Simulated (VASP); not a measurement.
# ZnS: relaxation of cell and atoms with PBEsol

The system is ZnS.

```
Zn S
1.0
     0.00000    2.68033    2.68033
     2.68033    0.00000    2.68033
     2.68033    2.68033    0.00000
Zn S
1 1
Cartesian
  1.3402 1.3402 1.3402
  0.0000 0.0000 0.0000
```

| Quantity | Value |
| --- | --- |
| Program | VASP 6.6.1 |
| Task | relaxation of cell and atoms |
| Functional | PBEsol |
| Potentials or basis | VASP PAW PBE potentials, release 64 (Zn, S) |
| Cutoff | 600 eV |
| k mesh | 10 × 10 × 10 |
| Occupations | gaussian, width 0.03 eV |
| Spin | no spin polarisation |
| Further INCAR settings | ALGO = Normal; EDIFF = 1e-07; IBRION = 2; EDIFFG = -0.005; NSW = 90; ISIF = 3 |

```yaml
Pressure_after_relaxing: 0.0 GPa
Band_gap_on_the_k_mesh: 2.08 eV, direct
```

Final structure:
```
Zn S
1.0
     0.00000    2.68033    2.68033
     2.68033    0.00000    2.68033
     2.68033    2.68033    0.00000
Zn S
1 1
Direct
  0.25000 0.25000 0.25000
  0.00000 0.00000 0.00000
```

Levels at points of the mesh, in eV from the valence-band top:
```
           k point  band 5  band 6  band 7  band 8  band 9  band 10  band 11  band 12  band 13
(0.00, 0.00, 0.00)   -5.94   -5.94    0.00    0.00    0.00     2.08     6.29     6.29     6.29
(0.50, 0.00, 0.00)   -5.91   -5.74   -5.52   -0.91   -0.91     3.24     6.82     6.82     8.79
(0.50, 0.50, 0.00)   -5.86   -5.72   -4.70   -2.34   -2.34     3.18     3.96    11.00    12.04
```

Wall time 23 s on 1 thread of Intel(R) Xeon(R) Platinum 8559C (Emerald Rapids), with other jobs on the host, peak memory 0.18 GiB.

Caveat: the relaxation stopped at its first step, so nothing moved; the PAW data sets were made with another functional, which shifts forces and pressure a little. PBEsol gaps usually lie below the measured ones, often by a third to a half.
